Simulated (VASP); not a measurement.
# Pm (Fm-3m) in VASP: further runs, part 2 of 2

VASP 6.6.1. Earlier steps stand in the parts before.

### Step 4. Single point, LDA, collinear spin, ferromagnetic start

INCAR

```
PREC     = Accurate       # precision mode
ENCUT    = 450            # plane-wave cutoff, eV
EDIFF    = 1E-6           # SCF threshold, eV
ISMEAR   = -1             # smearing method
SIGMA    = 0.2            # smearing width, eV
LREAL    = F              # projectors in reciprocal space
LASPH    = T              # aspherical terms in the spheres
NELM     = 100            # most SCF steps
ALGO     = Normal         # electronic algorithm
ISIF     = 2              # what is computed and relaxed
LWAVE    = F              # write WAVECAR
LCHARG   = F              # write CHGCAR
ISPIN    = 2              # spin polarisation
MAGMOM   = 4              # initial moments
LORBIT   = 11             # projections on sites
LMAXMIX  = 6              # l up to which the mixer works
GGA      = CA             # functional
NBANDS   = 18             # bands
ADDGRID  = F
```

KPOINTS

```
Automatic mesh
0
Gamma
  3 3 3
```

POSCAR

```
Pm
1.0
    0.0000000000      2.5841748100      2.5841748100
    2.5841748100      0.0000000000      2.5841748100
    2.5841748100      2.5841748100      0.0000000000
Pm
1
Direct
    0.0000000000      0.0000000000      0.0000000000
```

Launch:

```console
cat potpaw_PBE.64/Pm/POTCAR > POTCAR
mpirun -np 1 vasp_std > vasp.out
```

Wall time 5.3 s (1 thread of Intel Xeon 6975P-C (Granite Rapids), shared host); peak memory 0.15 GiB.

These settings aren't checked as converged: the numbers below hold their error.

Results:

* Free energy: -8.5141 eV
* Pressure: -5.1 GPa
* Band gap on the k mesh: none (metal or under the smearing width)
* Net moment: 5.05 μB per cell
* Site moments: Pm +4.54 μB
* Valence electrons inside the program's atomic spheres: Pm 12.42

Caveat: the k mesh is coarse (spacing up to 0.70 Å⁻¹), so the values aren't converged; the magnetic or orbital state may not be the lowest; the PAW data sets were made with another functional, which shifts forces and pressure a little; spin-orbit coupling is left out, which moves the levels of the heavy elements.

### Step 5. Single point, LDA, collinear spin, ferromagnetic start

This run uses another cell than the first one, of the same volume but with other edges.

INCAR is that of step 4.

KPOINTS is that of step 4.

POSCAR

```
Pm
1.0
   -0.0555010000      2.5655700000      2.5293400000
    2.5242190000     -0.0080540000      2.4818930000
    2.6229240000      2.6168280000     -0.1067590000
Pm
1
Direct
    0.0077670000      0.0042080000     -0.0216400000
```

Launch:

```console
cat potpaw_PBE.64/Pm/POTCAR > POTCAR
mpirun -np 1 vasp_std > vasp.out
```

It took 11 s on 1 thread of Intel Xeon 6975P-C (Granite Rapids), shared host; peak memory 0.15 GiB.

The run converged, but some of its settings lie outside the range that counts as converged, so its numbers aren't taken as properties of the crystal.

What came out:

| Item | Value |
| --- | --- |
| Free energy | -8.5101 eV |
| Pressure | -5.3 GPa |
| Band gap on the k mesh | none (metal or under the smearing width) |
| Net moment | 5.04 μB per cell |
| Site moments | Pm +4.54 μB |
| Valence electrons inside the program's atomic spheres | Pm 12.42 |

Caveat: the k mesh is coarse (spacing up to 0.71 Å⁻¹), so the values aren't converged; the magnetic or orbital state may not be the lowest; the PAW data sets were made with another functional, which shifts forces and pressure a little; spin-orbit coupling is left out, which moves the levels of the heavy elements.

### Step 6. Single point, LDA, collinear spin, ferromagnetic start

INCAR: that of step 5 with these lines changed.

```diff
@@ -1,3 +1,3 @@
 PREC     = Accurate       # precision mode
-ENCUT    = 450            # plane-wave cutoff, eV
+ENCUT    = 550            # plane-wave cutoff, eV
 EDIFF    = 1E-6           # SCF threshold, eV
```

KPOINTS is that of step 5.

POSCAR

```
Pm
1.0
    0.0000000000      2.5841748100      2.5841748100
    2.5841748100      0.0000000000      2.5841748100
    2.5841748100      2.5841748100      0.0000000000
Pm
1
Direct
    0.0000000000      0.0000000000      0.0000000000
```

Potentials or basis: VASP PAW PBE potentials, release 64 (Pm).

Launch:

```console
cat potpaw_PBE.64/Pm/POTCAR > POTCAR
mpirun -np 1 vasp_std > vasp.out
```

OUTCAR:

```text
PREC = Accurate
   ENCUT = 550
   EDIFF = 1E-6
   ISMEAR = -1
   LREAL = F
   LASPH = T
   NELM = 100
   ISIF = 2
   ISPIN = 2
   LORBIT = 11
   GGA = CA

 Found      4 irreducible k-points:

 Following reciprocal coordinates:
            Coordinates               Weight
  0.000000  0.000000  0.000000      1.000000
  0.333333  0.000000  0.000000      8.000000
  0.333333  0.333333  0.000000      6.000000
 -0.333333  0.333333  0.000000     12.000000
   k-points           NKPTS =      4   k-points in BZ     NKDIM =      4   number of bands    NBANDS=     18
   number of dos      NEDOS =    301   number of ions     NIONS =      1
   total plane-waves  NPLWV =  21952
   dimension x,y,z NGX =    28 NGY =   28 NGZ =   28
   dimension x,y,z NGXF=    56 NGYF=   56 NGZF=   56
   ions per type =               1
   NGX,Y,Z   is equivalent  to a cutoff of  12.74, 12.74, 12.74 a.u.
   NGXF,Y,Z  is equivalent  to a cutoff of  25.47, 25.47, 25.47 a.u.
 SYSTEM =  unknown system
   PREC   = accura    normal or accurate (medium, high low for compatibility)
   ISTART =      0    job   : 0-new  1-cont  2-samecut
   ICHARG =      2    charge: 1-file 2-atom 10-const
   ISPIN  =      2    spin polarized calculation?
   LNONCOLLINEAR =      F non collinear calculations
   LSORBIT =      F    spin-orbit coupling
[... 149 lines left out ...]
      1     -30.9082      1.00000
      2     -11.3153      1.00000
      3     -11.3153      1.00000
      4     -11.3153      1.00000
      5       2.1301      1.00000
      6       7.7664      0.00002
[... 61 lines left out ...]
      5       5.4556      0.65895
      6       6.2757      0.03101
[... 10 lines left out ...]
     17      13.1323      0.00000
     18      16.9272      0.00000

------------------------ aborting loop because EDIFF is reached ----------------------------------------

  FORCE on cell =-STRESS in cart. coord.  units (eV):
  Direction    XX          YY          ZZ          XY          YZ          ZX
  --------------------------------------------------------------------------------------
  -------------------------------------------------------------------------------------
  Total       -1.0427588     -1.0427588     -1.0427588     -0.0000000      0.0000000     -0.0000000
  in kB      -48.4059528    -48.4059528    -48.4059528     -0.0000000      0.0000000     -0.0000000
  external PRESSURE =     -48.4059528 kB  Pullay stress =       0.0000000 kB

 VOLUME and BASIS-vectors are now :
 -----------------------------------------------------------------------------
  energy-cutoff  :      550.00
  volume of cell :       34.51
      direct lattice vectors                 reciprocal lattice vectors
     0.000000000  2.584174810  2.584174810    -0.193485363  0.193485363  0.193485363
     2.584174810  0.000000000  2.584174810     0.193485363 -0.193485363  0.193485363
     2.584174810  2.584174810  0.000000000     0.193485363  0.193485363 -0.193485363

 POSITION                                       TOTAL-FORCE (eV/Angst)
 -----------------------------------------------------------------------------------
      0.00000      0.00000      0.00000         0.000000      0.000000      0.000000
 -----------------------------------------------------------------------------------
    total drift:                               -0.000000     -0.000000     -0.000000

  FREE ENERGIE OF THE ION-ELECTRON SYSTEM (eV)
  ---------------------------------------------------
  free  energy   TOTEN  =        -8.5189225318 eV

  energy  without entropy=       -7.5240860313  energy(sigma->0) =       -8.02150428

 total charge

# of ion       s       p       d       f       tot
--------------------------------------------------
    1        2.040   5.455   0.533   4.393  12.421

 magnetization (x)

# of ion       s       p       d       f       tot
--------------------------------------------------
    1        0.000   0.037   0.139   4.364   4.540
```

stdout:

```text
POSCAR found type information on POSCAR Pm
 POSCAR found :  1 types and       1 ions
 scaLAPACK will be used
 -----------------------------------------------------------------------------
|                                                                             |
|                                                                             |
|     You enforced a specific xc type in the INCAR file but a different       |
|     I HOPE YOU KNOW WHAT YOU ARE DOING!                                     |
|                                                                             |
 -----------------------------------------------------------------------------

 LDA part: xc-table for (Slater(with rela. corr.)+CA(PZ))
 , standard interpolation
 POSCAR, INCAR and KPOINTS ok, starting setup
 FFT: planning ... GRIDC
 FFT: planning ... GRID_SOFT
 FFT: planning ... GRID
 WAVECAR not read
 entering main loop
```

Run time: 6.1 s. Hardware: 1 thread of Intel Xeon 6975P-C (Granite Rapids), shared host; peak memory 0.15 GiB.

These settings aren't checked as converged: the numbers below hold their error.

Results:

```
Free energy                                           : -8.5189 eV
Pressure                                              : -4.8 GPa
Band gap on the k mesh                                : none (metal or under the smearing width)
Net moment                                            : 5.05 μB per cell
Site moments                                          : Pm +4.54 μB
Valence electrons inside the program's atomic spheres : Pm 12.42
```

Caveat: the k mesh is coarse (spacing up to 0.70 Å⁻¹), so the values aren't converged; the magnetic or orbital state may not be the lowest; the PAW data sets were made with another functional, which shifts forces and pressure a little; spin-orbit coupling is left out, which moves the levels of the heavy elements.

### Step 7. For comparison

An earlier run on the cell as given: functional PBE; potentials or basis VASP PAW PBE potentials, release 64 (Pm); cutoff 520 eV; k mesh 9 × 9 × 9; occupations fermi-dirac, width 0.05 eV; collinear spin, ferromagnetic start; starting moments [4.0] μB.

* Pressure: 1.1 GPa
* Band gap on the k mesh: none (metal or under the smearing width)
* Net moment: 5.45 μB per cell
* Site moments: Pm +4.67 μB
* Valence electrons inside the program's atomic spheres: Pm 12.42
